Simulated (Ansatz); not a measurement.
## Sc in Ansatz: the effect of functional

The system is Sc.

```
Sc
1.0
     3.37390    0.00000    0.00000
    -1.68695    2.92188    0.00000
     0.00000    0.00000    5.37672
Sc
2
Direct
  0.66667 0.33333 0.75000
  0.33333 0.66667 0.25000
```

The cell isn't the ideal one: volume scaled by 1.06.

Alike in all runs:

| Property | Result |
| --- | --- |
| Program | Ansatz 0.2.0 |
| Task | single point |
| Potentials or basis | Ansatz PAW |
| k mesh | 9 × 9 × 5 |
| Occupations | fermi-dirac, width 0.05 eV |
| Spin | no spin polarisation |

Question: One run gave: pressure -7.5 GPa. Which functional did it use?
A. LDA
B. r2SCAN
C. PBE

Answer: A.

```csv
functional,cutoff,pressure (GPa)
LDA,420 eV (not typed: the program's choice for these potentials),-7.5
r2SCAN,500 eV (not typed: the program's choice for these potentials),-3.0
PBE,420 eV (not typed: the program's choice for these potentials),-3.4
```

Caveats: the PAW data sets come from PBE, with cores solved anew for the run's functional, which leaves a small shift of forces and pressure (some runs).
